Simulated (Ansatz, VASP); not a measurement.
One calculation of PbO (Litharge), two programs

File run.py:

```python
from ase.calculators.vasp import Vasp
from ase.dft.bandgap import bandgap
from ase.spacegroup import crystal

atoms = crystal(
    ['Pb', 'O'],
    basis=[[0.5, 0.0, 0.76], [0.5, 0.5, 0.0]],
    spacegroup=129,
    setting=1,
    cellpar=[3.99, 3.99, 5.01, 90.0, 90.0, 90.0],
    primitive_cell=True,
)
calc = Vasp(
    directory='calc',
    xc='lda',
    pp='LDA',
    setups='recommended',
    pp_version='54',
    prec='Accurate',
    encut=520,
    ediff=1e-07,
    ismear=0,
    sigma=0.05,
    lreal=False,
    lasph=True,
    nelm=100,
    algo='Normal',
    isif=2,
    lwave=False,
    lcharg=False,
    kpts=[7, 7, 6],
    gamma=True,
)
atoms.calc = calc

print('energy (eV):', atoms.get_potential_energy())
print('free energy (eV):', atoms.get_potential_energy(force_consistent=True))
print('forces (eV/A):')
print(atoms.get_forces())
print('stress (eV/A^3, Voigt):', atoms.get_stress())
print('Fermi level (eV):', calc.get_fermi_level())
gap, top, bottom = bandgap(calc)
print('band gap (eV):', gap, 'from (spin, k, band)', top, 'to', bottom)
```

input.yaml

```yaml
crystal:
  lattice:
    - [3.99, 0.0, 0.0]
    - [0.0, 3.99, 0.0]
    - [0.0, 0.0, 5.01]
  atoms:
    - { symbol: Pb, position: [0.5, 0.0, 0.76] }
    - { symbol: Pb, position: [0.0, 0.5, 0.24] }
    - { symbol: O, position: [0.5, 0.5, 0.0] }
    - { symbol: O, position: [0.0, 0.0, 0.0] }
hamiltonian:
  xc: lda
  pseudopotentials: { kind: paw }
kpoints:
  mp_grid: { grid: [7, 7, 6] }
scf:
  occupations: { method: gaussian, width: 0.05 }
output:
  forces: true
  stress: true
  eigenvalues: true
```

Alike in both runs: task single point; functional LDA; k mesh 7 × 7 × 6; occupations gaussian, width 0.05 eV; no spin polarisation.

```csv
,VASP,Ansatz
version,VASP 6.6.1,Ansatz 0.2.0
potentials or method,"VASP PAW LDA potentials, release 54 (Pb_d, O)",Ansatz PAW
plane-wave cutoff (eV),520,420
valence electrons in the cell,40,40
```

VASP gave:

* gap on the k mesh at the Fermi level (eV): 1.36
* least direct gap on the mesh (eV): 2.27
* pressure (GPa): -3.4
* largest component of the traceless stress (GPa): 0.12
* rms of the force components (eV/Å): 0.219

**Question.** Estimate Ansatz's values.

**Answer.** gap on the k mesh at the Fermi level (eV): 1.39; least direct gap on the mesh (eV): 2.29; pressure (GPa): -3.6; largest component of the traceless stress (GPa): 0.12; rms of the force components (eV/Å): 0.247.

Atom by atom the forces differ by 0.028 eV/Å (rms over components).

Caveats: spin-orbit coupling is left out, which as a rule narrows the gap of such compounds by several tenths of an eV; an odd mesh through Γ misses points on the zone boundary, where band edges often lie (VASP); odd divisions of the mesh miss points on the zone boundary, where band edges often lie, so the gap on the mesh can be too wide (Ansatz); the pressure holds a Pulay correction of +0.4 GPa for the finite cutoff (Ansatz); the PAW data sets come from PBE, with cores solved anew for the run's functional, which leaves a small shift of forces and pressure (Ansatz). A hybrid or GW would open this gap; LDA tends to underestimate it.
